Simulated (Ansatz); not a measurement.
## Thickness series in ZnTe

The parent structure is ZnTe in the zinc blende structure (space group F-43m, No. 216; a = 6.066 Å). Axes: x, y, z lie along the cube axes.

Free-standing slabs (2 atom(s) a layer) normal to [110] with 15 Å of vacuum; in-plane cell held at bulk.

Calculations: PBEsol in Ansatz (plane waves to 420 eV, PAW, without spin-orbit coupling).

Candidates:
(a) 1 layer
(b) 5 layers
(c) 7 layers
(d) 4 layers
(e) 2 layers

Before the change:

| Item | Value |
|---|---|
| Band gap | 1.24 eV |

### Question
Order them by band gap, highest first.

### Answer
(e) 2 layers (2.32 eV), (d) 4 layers (1.85 eV), (b) 5 layers (1.72 eV), (c) 7 layers (1.60 eV), (a) 1 layer (1.42 eV)

With Te present, leaving out spin-orbit coupling can change the band edges. Stability against distortions was not tested.

Ansatz is a quantum-chemistry and plane-wave program.
